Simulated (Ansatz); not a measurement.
In:

```xyz
4
Lattice="3.3638 0.0000 0.0000 -1.6819 2.9132 0.0000 0.0000 0.0000 10.7997" Properties=species:S:1:pos:R:3 pbc="T T T"
In    1.6819    0.9711    8.0998
In    0.0000    0.0000    5.3999
In    0.0000    1.9421    2.6999
In    0.0000    0.0000    0.0000
```

This isn't the form of In at room conditions, which is tetragonal.

Base run:

* Program: Ansatz 0.2.0
* Functional: PBEsol
* Potentials or basis: all-electron LAPW, scalar-relativistic
* Cutoff: 169 eV
* Density cutoff: 676 eV
* Basis error allowed: 0.001 eV/atom
* k mesh: 9 × 9 × 3
* Occupations: fermi-dirac, width 0.05 eV
* Spin: no spin polarisation

Its results: pressure -1.3 GPa.

Q: The run is repeated on the same cell with these changes: functional from PBEsol to LDA; basis error allowed from 0.001 eV/atom to 0.002 eV/atom. What comes out?

A: Pressure -2.9 GPa.

Not every run made on this cell is shown here.
